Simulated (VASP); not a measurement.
Os:

```
CELL_PARAMETERS angstrom
2.73410 0.00000 0.00000
-1.36705 2.36780 0.00000
0.00000 0.00000 4.31970
ATOMIC_POSITIONS crystal
Os 0.66667 0.33333 0.75000
Os 0.33333 0.66667 0.25000
```

* Program: VASP 6.6.1
* Task: relaxation of cell and atoms
* Functional: LAK
* Potentials or basis: VASP PAW PBE potentials, release 64 (Os)
* Cutoff: 600 eV
* k mesh: 11 × 11 × 6
* Occupations: fermi-dirac, width 0.05 eV
* Spin: no spin polarisation

At the start: pressure 9.1 GPa; volume 13.98 Å³/atom.

Q: How do energy, volume and symmetry change on relaxing?

A: Over 7 steps the energy falls by 8.6 meV/atom and the volume is 14.29 Å³/atom (+2.2 %); space group P6_3/mmc (No. 194, to 0.05 Å).

The path:
```
step  energy change (eV)  largest force (eV/Å)  pressure (GPa)  volume (Å³)
   1              0.0000                0.0000            9.10        27.96
   2              0.2512                0.0000          -28.83        31.30
   3             -0.0170                0.0000           -0.39        28.61
   4             -0.0170                0.0000           -0.07        28.58
   5             -0.0170                0.0000            0.10        28.57
   6             -0.0170                0.0000            0.21        28.57
   7             -0.0172                0.0000            0.15        28.57
```

Final structure:
```yaml
crystal:
  lattice:
    - [2.75709, 0.00000, 0.00000]
    - [-1.37854, 2.38771, 0.00000]
    - [0.00000, 0.00000, 4.34002]
  atoms:
    - { symbol: Os, position: [0.66667, 0.33333, 0.75000] }
    - { symbol: Os, position: [0.33333, 0.66667, 0.25000] }
```

Caveat: the PAW data sets were made with another functional, which shifts forces and pressure a little.
